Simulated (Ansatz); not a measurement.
Set up this calculation in Ansatz 0.2.0, as the native input.

```yaml
Task: single point
Functional: PBE
Potentials_or_basis: Ansatz PAW
Cutoff: "420 eV (not typed: the program's choice for these potentials)"
k_mesh: 13 × 13 × 13
Occupations: gaussian, width 0.025 eV
Spin: collinear spin, ferromagnetic start
Starting_moments: "[3.0] μB"
```

Fe:

```
CELL_PARAMETERS angstrom
0.00000 1.94174 1.96511
1.49844 0.00000 1.96511
1.49844 1.94174 0.00000
ATOMIC_POSITIONS crystal
Fe 0.00000 0.00000 0.00000
```

The input as run:

input.yaml

```yaml
crystal:
  lattice:
    - [0.0, 1.9417396906, 1.9651051623]
    - [1.4984397099, 0.0, 1.9651051623]
    - [1.4984397099, 1.9417396906, 0.0]
  atoms:
    - { symbol: Fe, position: [0.0, 0.0, 0.0], spin: 3.0 }
hamiltonian:
  xc: pbe
  pseudopotentials: { kind: paw }
magnetization:
  spin_polarized: true
kpoints:
  mp_grid: { grid: [13, 13, 13] }
scf:
  occupations: { method: gaussian, width: 0.025 }
output:
  forces: true
  stress: true
  eigenvalues: true
```

Potentials or basis: Ansatz PAW.

Launch:

```sh
$ ansatz run input.yaml --threads 2 --pin off --max-ram 5632MiB --backend cpu --events-out ev --progress --plain --runs-dir out
```

It gave:

The pressure is -1.3 GPa, the band gap on the k mesh is none (metal or under the smearing width) and the net moment is 2.17 μB per cell. The absolute moment is 2.28 μB per cell and the site moments are Fe +2.21 μB.

Run time: 4.2 s on 2 threads of Intel(R) Xeon(R) Platinum 8488C (Sapphire Rapids), on a shared host, peak memory 0.43 GiB.
